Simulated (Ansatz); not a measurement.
# SnO₂: the gap under strain, fitted and tested

Plane-wave DFT in Ansatz, PBEsol, scalar-relativistic PAW potentials, cutoff 420 eV, no spin-orbit coupling; no spin polarisation. SnO₂ in space group P4_2/mnm. Uniaxial strain along c; a, b and atoms relaxed (conventional cell); Kohn–Sham gaps sought over the whole zone.

```tsv
strain (%)	space group	gap (eV)
-4.5	P4_2/mnm	1.222
-3.0	P4_2/mnm	?
-1.5	P4_2/mnm	1.022
+0.0	P4_2/mnm	0.920
+1.5	P4_2/mnm	0.814
+3.0	P4_2/mnm	0.715
+4.5	P4_2/mnm	0.621
```

**Question.** Fit the given gaps and predict the missing one.

**Answer.** Next to zero the slopes are -68 meV per % on the compressed side and -71 on the stretched side. No break shows at zero, so all given rows go into a parabola: E_g = 0.918 -0.0672 ε +0.00014 ε² eV (ε in %; scatter 3 meV). At -3.0 % this gives 1.121 eV; the run gave 1.125 eV, 4 meV away. The fit holds.

Cost: about 8.2 core-minutes for the runs cited, on Arm Neoverse N1 (shared hosts).